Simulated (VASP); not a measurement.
# Al (Fm-3m) in VASP: a series of runs

The runs below take Al through relaxation of cell and atoms, with r2SCAN, PBE.

Program: VASP 6.6.1. These are calculated values, not measurements. Logs are shortened: lines on timing, memory, paths and dates and some standing lists are left out, and cuts for length are marked.

## Step 1: The crystal as given

Symmetry: Fm-3m, No. 225, cubic system. The conventional cell has a = 3.989 Å, b = 3.989 Å, c = 3.989 Å, α = 90.00°, β = 90.00°, γ = 90.00°. Al (site symmetry m-3m) has 12 Al at 2.82 Å as nearest neighbours.

## Step 2: Relaxation of cell and atoms, r2SCAN

The input, INCAR:

```
SYSTEM = Al
PREC = Accurate ; ENCUT = 600
EDIFF = 1E-7 ; ISMEAR = 1
SIGMA = 0.1 ; LREAL = .False.
LASPH = .True. ; NELM = 80
ALGO = Normal ; ISIF = 3
LWAVE = .False. ; LCHARG = .False.
METAGGA = R2SCAN ; LMIXTAU = .True.
IBRION = 2 ; NSW = 90
EDIFFG = -0.005
```

The input, KPOINTS:

```
Automatic mesh
0
Gamma
  16 16 16
  0 0 0
```

The input, POSCAR:

```
Al                                      
1.0
    0.0000000000      1.9943126525      1.9943126525
    1.9943126525     -0.0000000000      1.9943126525
    1.9943126525      1.9943126525      0.0000000000
  Al            
     1
Direct
     0.0000000000000000    0.0000000000000000    0.0000000000000000
```

Potentials or basis: VASP PAW PBE potentials, release 64 (Al).

Started as:

```console
cat potpaw_PBE.64/Al/POTCAR > POTCAR
mpirun -np 1 vasp_std > vasp.out
```

OUTCAR:

```text
SYSTEM = Al
   PREC = Accurate
   ENCUT = 600
   EDIFF = 1E-7
   ISMEAR = 1
   LREAL = .False.
   LASPH = .True.
   NELM = 80
   ISIF = 3
   METAGGA = R2SCAN
   IBRION = 2
   NSW = 90
   EDIFFG = -0.005

 ion  position               nearest neighbor table
   1  0.000  0.000  0.000-

  LATTYP: Found a face centered cubic cell.
 ALAT       =     3.9886253050

  Lattice vectors:

 A1 = (   0.0000000000,   1.9943126525,   1.9943126525)
 A2 = (   1.9943126525,   0.0000000000,   1.9943126525)
 A3 = (   1.9943126525,   1.9943126525,   0.0000000000)

Analysis of symmetry for initial positions (statically):
=====================================================================
 Subroutine PRICEL returns:
 Original cell was already a primitive cell.

 Routine SETGRP: Setting up the symmetry group for a
 face centered cubic supercell.

 Subroutine GETGRP returns: Found 48 space group operations
 (whereof 48 operations were pure point group operations)
 out of a pool of 48 trial point group operations.

The static configuration has the point symmetry O_h .

Analysis of symmetry for dynamics (positions and initial velocities):
=====================================================================
 Subroutine PRICEL returns:
 Original cell was already a primitive cell.

 Routine SETGRP: Setting up the symmetry group for a
 face centered cubic supercell.

 Subroutine GETGRP returns: Found 48 space group operations
 (whereof 48 operations were pure point group operations)
 out of a pool of 48 trial point group operations.

The dynamic configuration has the point symmetry O_h .

 Subroutine INISYM returns: Found 48 space group operations
 (whereof 48 operations are pure point group operations),
 and found     1 'primitive' translations

----------------------------------------------------------------------------------------

                                     Primitive cell

  volume of cell :      15.8639

  direct lattice vectors                    reciprocal lattice vectors
     0.000000000  1.994312652  1.994312652    -0.250712946  0.250712946  0.250712946
     1.994312652  0.000000000  1.994312652     0.250712946 -0.250712946  0.250712946
     1.994312652  1.994312652  0.000000000     0.250712946  0.250712946 -0.250712946

  length of vectors
     2.820384001  2.820384001  2.820384001     0.434247560  0.434247560  0.434247560

  position of ions in fractional coordinates (direct lattice)
     0.000000000  0.000000000  0.000000000

  ion indices of the primitive-cell ions
   primitive index   ion index
                 1           1

----------------------------------------------------------------------------------------

 KPOINTS: Automatic mesh

Automatic generation of k-mesh.
 Grid dimensions read from file:
 generate k-points for:   16   16   16

 Generating k-lattice:

  Cartesian coordinates                     Fractional coordinates (reciprocal lattice)
    -0.015669559  0.015669559  0.015669559     0.062500000  0.000000000  0.000000000
     0.015669559 -0.015669559  0.015669559     0.000000000  0.062500000  0.000000000
     0.015669559  0.015669559 -0.015669559     0.000000000  0.000000000  0.062500000

  Length of vectors
     0.027140473  0.027140473  0.027140473

  Shift w.r.t. Gamma in fractional coordinates (k-lattice)
     0.000000000  0.000000000  0.000000000

 Subroutine IBZKPT returns following result:
 ===========================================

 Found    145 irreducible k-points:

 Following reciprocal coordinates:
            Coordinates               Weight
  0.000000  0.000000  0.000000      1.000000
  0.062500  0.000000  0.000000      8.000000
  0.125000  0.000000  0.000000      8.000000
  0.187500  0.000000  0.000000      8.000000
  0.250000  0.000000  0.000000      8.000000
  0.312500  0.000000  0.000000      8.000000
[... 16 lines left out ...]
 -0.125000  0.062500  0.000000     24.000000
 -0.062500  0.062500  0.000000     12.000000
 [... further k-points ...]
   k-points           NKPTS =    145   k-points in BZ     NKDIM =    145   number of bands    NBANDS=      5
   number of dos      NEDOS =    301   number of ions     NIONS =      1
   total plane-waves  NPLWV =  13824
   dimension x,y,z NGX =    24 NGY =   24 NGZ =   24
   dimension x,y,z NGXF=    48 NGYF=   48 NGZF=   48
   ions per type =               1
   NGX,Y,Z   is equivalent  to a cutoff of  14.15, 14.15, 14.15 a.u.
   NGXF,Y,Z  is equivalent  to a cutoff of  28.29, 28.29, 28.29 a.u.
 SYSTEM =  Al
   PREC   = accura    normal or accurate (medium, high low for compatibility)
   ISTART =      0    job   : 0-new  1-cont  2-samecut
   ICHARG =      2    charge: 1-file 2-atom 10-const
   ISPIN  =      1    spin polarized calculation?
   LNONCOLLINEAR =      F non collinear calculations
   LSORBIT =      F    spin-orbit coupling
   LASPH  =      T    aspherical Exc in radial PAW
   ENCUT  =  600.0 eV  44.10 Ry    6.64 a.u.   5.63  5.63  5.63*2*pi/ulx,y,z
   NELM   =     80;   NELMIN=  2; NELMDL= -5     # of ELM steps
   EDIFF  = 0.1E-06   stopping-criterion for ELM
   LREAL  =      F    real-space projection
   EDIFFG = -.5E-02   stopping-criterion for IOM
   NSW    =     90    number of steps for IOM
   IBRION =      2    ionic relax: 0-MD 1-quasi-New 2-CG
   NFREE  =      1    steps in history (QN), initial steepest desc. (CG)
   ISIF   =      3    stress and relaxation
   ISYM   =      2    0-nonsym 1-usesym 2-fastsym
   POTIM  = 0.5000    time-step for ionic-motion
   TEBEG  =    0.0;   TEEND  =   0.0 temperature during run
   PSTRESS=    0.0 pullay stress
   NELECT =       3.0000    total number of electrons
   NUPDOWN=      -1.0000    fix difference up-down
   EMIN   =  10.00;   EMAX   =-10.00  energy-range for DOS
   EFERMI =   0.00;   METHOD = LEGACY
   ISMEAR =     1;   SIGMA  =   0.10  broadening in eV -4-tet -1-fermi 0-gaus
   EFERMI_NEDOS =   21; number of points for ismear=-14 and -15
   IALGO  =     38    algorithm
   IMIX   =      4    mixing-type and parameters
     AMIX     =   0.40;   BMIX     =  1.00
     AMIX_MAG =   1.60;   BMIX_MAG =  1.00
  volume/ion in A,a.u.               =      15.86       107.05
  Fermi-wavevector in a.u.,A,eV,Ry     =   0.939677  1.775732 12.013851  0.882993
  Thomas-Fermi vector in A             =   2.067013
   LORBIT       =      0    0 simple, 1 ext, 2 COOP (PROOUT), +10 PAW based schemes
   METAGGA = R2SCAN    functional components
   LHFCALC =     F    Hartree Fock is set to
   AEXX    =    0.0000 exact exchange contribution
   IVDW    =     0    specifies the selected vdW correction
   LEPSILON=     F    determine dielectric tensor
   LRPA    =     F    only Hartree local field effects (RPA)
 conjugate gradient relaxation of ions
 non-spin polarized calculation
 Methfessel and Paxton  Order N= 1 SIGMA  =   0.10
  energy-cutoff  :      600.00
  volume of cell :       15.86
 maximum number of plane-waves:       544
   NGX = 11   NGY = 11   NGZ = 11

 number of electron       3.0000000 magnetization

 Free energy of the ion-electron system (eV)
  ---------------------------------------------------
  ext. energy  EPLUGINS =         0.00000000
  ---------------------------------------------------
  free energy    TOTEN  =        -6.74360058 eV

  energy without entropy =       -6.74379953  energy(sigma->0) =       -6.74366689

 E-fermi :   8.4578     XC(G=0): -11.0538

 val. band max:        8.4460983574   @ k =  -0.3125   0.4375   0.1250
 cond. band min:       8.5692455246   @ k =   0.5000   0.2500   0.1250
 fundamental gap:      0.1231471672
 Fermi energy:         8.4577863000

 k-point     1 :       0.0000    0.0000    0.0000
  band No.  band energies     occupation
      1      -3.6884      2.00000
      2      21.9797      0.00000
      3      21.9797      0.00000
      4      21.9797      0.00000
      5      24.2033      0.00000

 k-point     2 :       0.0625    0.0000    0.0000
  band No.  band energies     occupation
      1      -3.5726      2.00000
      2      20.1635      0.00000
      3      21.6697      0.00000
      4      21.6697      0.00000
      5      24.6739      0.00000

 k-point     3 :       0.1250    0.0000    0.0000
  band No.  band energies     occupation
      1      -3.2258      2.00000
      2      17.4562      0.00000
      3      21.1291      0.00000
      4      21.1291      0.00000
      5      24.5742      0.00000

 k-point     4 :       0.1875    0.0000    0.0000
  band No.  band energies     occupation
      1      -2.6498      2.00000
      2      14.7551      0.00000
      3      20.6636      0.00000
      4      20.6636      0.00000
      5      24.3216      0.00000

 k-point     5 :       0.2500    0.0000    0.0000
  band No.  band energies     occupation
      1      -1.8473      2.00000
      2      12.1737      0.00000
      3      20.3504      0.00000
      4      20.3504      0.00000
      5      24.1194      0.00000

 k-point     6 :       0.3125    0.0000    0.0000
  band No.  band energies     occupation
      1      -0.8225      2.00000
      2       9.7496     -0.00000
      3      20.2111      0.00000
      4      20.2111      0.00000
      5      23.4021      0.00000

 k-point     7 :       0.3750    0.0000    0.0000
  band No.  band energies     occupation
      1       0.4192      2.00000
      2       7.5027      2.00000
      3      20.2517      0.00000
      4      20.2517      0.00000
      5      22.4118      0.00000

 k-point     8 :       0.4375    0.0000    0.0000
  band No.  band energies     occupation
      1       1.8669      2.00000
      2       5.4499      2.00000
      3      20.4638      0.00000
      4      20.4638      0.00000
      5      21.6252      0.00000

 k-point     9 :       0.5000    0.0000    0.0000
  band No.  band energies     occupation
      1       3.2700      2.00000
      2       3.8449      2.00000
      3      20.7018      0.00000
      4      20.7018      0.00000
      5      21.1951      0.00000

 k-point    10 :       0.0625    0.0625    0.0000
  band No.  band energies     occupation
      1      -3.5340      2.00000
      2      20.8492      0.00000
      3      20.8492      0.00000
      4      20.9577      0.00000
      5      23.8361      0.00000

 k-point    11 :       0.1250    0.0625    0.0000
  band No.  band energies     occupation
      1      -3.2643      2.00000
      2      18.3913      0.00000
      3      20.1154      0.00000
      4      21.1436      0.00000
      5      24.0271      0.00000

 k-point    12 :       0.1875    0.0625    0.0000
  band No.  band energies     occupation
      1      -2.7648      2.00000
      2      15.7072      0.00000
      3      19.5398      0.00000
      4      20.9110      0.00000
      5      24.4418      0.00000

 k-point    13 :       0.2500    0.0625    0.0000
  band No.  band energies     occupation
      1      -2.0380      2.00000
      2      13.0967      0.00000
      3      19.1427      0.00000
      4      20.6156      0.00000
      5      23.0551      0.00000

 k-point    14 :       0.3125    0.0625    0.0000
  band No.  band energies     occupation
      1      -1.0874      2.00000
      2      10.6258      0.00000
      3      18.9317      0.00000
      4      20.4156      0.00000
      5      21.8207      0.00000

 k-point    15 :       0.3750    0.0625    0.0000
  band No.  band energies     occupation
      1       0.0818      2.00000
      2       8.3228      2.06687
      3      18.9102      0.00000
      4      20.2382      0.00000
      5      20.9150      0.00000

 k-point    16 :       0.4375    0.0625    0.0000
  band No.  band energies     occupation
      1       1.4617      2.00000
      2       6.2058      2.00000
      3      19.0804      0.00000
      4      19.6465      0.00000
      5      20.8027      0.00000

 k-point    17 :       0.5000    0.0625    0.0000
  band No.  band energies     occupation
      1       3.0095      2.00000
      2       4.3223      2.00000
      3      18.9962      0.00000
      4      19.4437      0.00000
      5      21.1387      0.00000

 k-point    18 :      -0.4375    0.0625    0.0000
  band No.  band energies     occupation
      1       2.4864      2.00000
      2       4.9124      2.00000
      3      18.5103      0.00000
      4      20.0005      0.00000
      5      21.7026      0.00000

 k-point    19 :      -0.3750    0.0625    0.0000
  band No.  band energies     occupation
      1       0.9792      2.00000
      2       6.8890      2.00000
      3      18.2144      0.00000
      4      20.7469      0.00000
      5      21.8602      0.00000

 k-point    20 :      -0.3125    0.0625    0.0000
  band No.  band energies     occupation
      1      -0.3319      2.00000
      2       9.0690     -0.00000
      3      18.1140      0.00000
      4      21.5735      0.00000
      5      21.8594      0.00000

 k-point    21 :      -0.2500    0.0625    0.0000
  band No.  band energies     occupation
      1      -1.4289      2.00000
      2      11.4278      0.00000
      3      18.2105      0.00000
      4      21.7508      0.00000
      5      22.8720      0.00000

 k-point    22 :      -0.1875    0.0625    0.0000
  band No.  band energies     occupation
      1      -2.3053      2.00000
      2      13.9421      0.00000
      3      18.5053      0.00000
      4      21.9653      0.00000
      5      24.1642      0.00000

 k-point    23 :      -0.1250    0.0625    0.0000
  band No.  band energies     occupation
      1      -2.9567      2.00000
      2      16.5586      0.00000
      3      19.0104      0.00000
      4      22.2483      0.00000
      5      25.0255      0.00000

 k-point    24 :      -0.0625    0.0625    0.0000
  band No.  band energies     occupation
      1      -3.3798      2.00000
      2      18.9757      0.00000
      3      19.9156      0.00000
      4      22.2799      0.00000
      5      24.4136      0.00000

 [... further k-points ...]
[... 5 lines left out ...]
  --------------------------------------------------------------------------------------
  -------------------------------------------------------------------------------------
  Total        0.0033775      0.0033775      0.0033775     -0.0000000     -0.0000000      0.0000000
  in kB        0.3411074      0.3411074      0.3411074     -0.0000000     -0.0000000      0.0000000
  external PRESSURE =       0.3411074 kB  Pullay stress =       0.0000000 kB

 VOLUME and BASIS-vectors are now :
 -----------------------------------------------------------------------------
  energy-cutoff  :      600.00
  volume of cell :       15.86
      direct lattice vectors                 reciprocal lattice vectors
     0.000000000  1.994312652  1.994312652    -0.250712946  0.250712946  0.250712946
     1.994312652  0.000000000  1.994312652     0.250712946 -0.250712946  0.250712946
     1.994312652  1.994312652  0.000000000     0.250712946  0.250712946 -0.250712946

 POSITION                                       TOTAL-FORCE (eV/Angst)
 -----------------------------------------------------------------------------------
      0.00000      0.00000      0.00000         0.000000      0.000000     -0.000000
 -----------------------------------------------------------------------------------
    total drift:                                0.000000      0.000000     -0.000000

  FREE ENERGIE OF THE ION-ELECTRON SYSTEM (eV)
  ---------------------------------------------------
  free  energy   TOTEN  =        -6.7436005769 eV

  energy  without entropy=       -6.7437995298  energy(sigma->0) =       -6.74366689

 reached required accuracy - stopping structural energy minimisation
```

Wall time 24 s (1 thread of Intel Xeon 6975P-C (Granite Rapids), shared host); peak memory 0.14 GiB.

Results:

```
Free energy             : -6.7436 eV
Pressure after relaxing : 0.0 GPa
Band gap on the k mesh  : none (metal or under the smearing width)
```

Final structure:
```yaml
crystal:
  lattice:
    - [0.00000, 1.99431, 1.99431]
    - [1.99431, 0.00000, 1.99431]
    - [1.99431, 1.99431, 0.00000]
  atoms:
    - { symbol: Al, position: [0.00000, 0.00000, 0.00000] }
```

Levels at points of the mesh, in eV from the Fermi level:
| k point | band 1 | band 2 | band 3 | band 4 | band 5 |
| --- | --- | --- | --- | --- | --- |
| (0.00, 0.00, 0.00) | -12.15 | 13.52 | 13.52 | 13.52 | 15.75 |
| (0.50, 0.00, 0.00) | -5.19 | -4.61 | 12.24 | 12.24 | 12.74 |
| (0.50, 0.50, 0.00) | -3.28 | -1.69 | 5.45 | 6.17 | 6.17 |

Caveat: the relaxation stopped at its first step, so nothing moved; the PAW data sets were made with another functional, which shifts forces and pressure a little.

## Step 3: Relaxation of cell and atoms, PBE

This run uses another cell than the first one, of 16.60 Å³/atom, 1.047 times its volume.

The input, INCAR:

```
PREC = Accurate
ENCUT = 600
EDIFF = 1E-6
ISMEAR = 1
SIGMA = 0.1
LREAL = F
LASPH = T
NELM = 80
ALGO = Normal
ISIF = 3
LWAVE = F
LCHARG = F
GGA = PE
IBRION = 2
NSW = 90
EDIFFG = -0.01
```

The input, KPOINTS:

```
regular mesh
0
Gamma
  16 16 16
```

The input, POSCAR:

```
Al
1.0
    0.0000000000      2.0248050000      2.0248050000
    2.0248050000      0.0000000000      2.0248050000
    2.0248050000      2.0248050000      0.0000000000
Al
1
Direct
    0.0000000000      0.0000000000      0.0000000000
```

Potentials or basis: VASP PAW PBE potentials, release 64 (Al).

Started as:

```console
cat potpaw_PBE.64/Al/POTCAR > POTCAR
mpirun -np 1 vasp_std > vasp.out
```

Run time: 5.5 s. Hardware: 1 thread of Intel Xeon 6975P-C (Granite Rapids), shared host; peak memory 0.14 GiB.

Results (log left out):

```yaml
Free_energy: -3.7516 eV
Relaxed_volume: 16.48 Å³/atom
Relaxed_cell: a = 2.856 Å, b = 2.856 Å, c = 2.856 Å, α = 60.00°, β = 60.00°, γ = 60.00°
Space_group_after_relaxing_to_0.05_Å: Fm-3m (No. 225)
Energy_gained_by_relaxing: 0.2 meV/atom
Ionic_steps: 3
Pressure_after_relaxing: 0.0 GPa
Band_gap_on_the_k_mesh: none (metal or under the smearing width)
```

Step by step:
| step | energy change (eV) | largest force (eV/Å) | pressure (GPa) | volume (Å³) |
| --- | --- | --- | --- | --- |
| 1 | 0.0000 | 0.0000 | -0.60 | 16.60 |
| 2 | -0.0002 | 0.0000 | 0.11 | 16.45 |
| 3 | -0.0002 | 0.0000 | 0.01 | 16.48 |

Final structure:
```yaml
crystal:
  lattice:
    - [0.00000, 2.01964, 2.01964]
    - [2.01964, 0.00000, 2.01964]
    - [2.01964, 2.01964, 0.00000]
  atoms:
    - { symbol: Al, position: [0.00000, 0.00000, 0.00000] }
```

Levels at points of the mesh, in eV from the Fermi level:
```csv
k point,band 1,band 2,band 3,band 4,band 5
"(0.00, 0.00, 0.00)",-11.19,12.59,12.59,12.59,14.09
"(0.50, 0.00, 0.00)",-4.64,-4.42,11.38,11.38,11.43
"(0.50, 0.50, 0.00)",-2.97,-1.64,5.22,5.56,5.56
```

## Step 4: Relaxation of cell and atoms, PBE

This run uses another cell than the first one, of 16.48 Å³/atom, 1.039 times its volume.

Changes to INCAR since step 3:

```diff
@@ -2,3 +2,3 @@
 ENCUT = 600
-EDIFF = 1E-6
+EDIFF = 1E-7
 ISMEAR = 1
@@ -15,2 +15,2 @@
 NSW = 90
-EDIFFG = -0.01
+EDIFFG = -0.005
```

KPOINTS is that of step 3.

The input, POSCAR:

```
Al                                      
1.0
   -0.0000000000      2.0196414341      2.0196414341
    2.0196414341     -0.0000000000      2.0196414341
    2.0196414341      2.0196414341     -0.0000000000
  Al            
     1
Direct
     0.0000000000000000    0.0000000000000000    0.0000000000000000
```

Started as:

```console
cat potpaw_PBE.64/Al/POTCAR > POTCAR
mpirun -np 1 vasp_std > vasp.out
```

It took 3.9 s on 1 thread of Intel Xeon 6975P-C (Granite Rapids), shared host; peak memory 0.14 GiB.

The run converged. Its results:

- Free energy: -3.7516 eV
- Pressure after relaxing: 0.0 GPa
- Band gap on the k mesh: none (metal or under the smearing width)

Final structure:
```
Al
1.0
     0.00000    2.01964    2.01964
     2.01964    0.00000    2.01964
     2.01964    2.01964    0.00000
Al
1
Direct
  0.00000 0.00000 0.00000
```

Levels at points of the mesh, in eV from the Fermi level:
```tsv
k point	band 1	band 2	band 3	band 4	band 5
(0.00, 0.00, 0.00)	-11.19	12.59	12.59	12.59	14.09
(0.50, 0.00, 0.00)	-4.64	-4.42	11.38	11.38	11.43
(0.50, 0.50, 0.00)	-2.97	-1.64	5.22	5.56	5.56
```

Caveat: the relaxation stopped at its first step, so nothing moved.
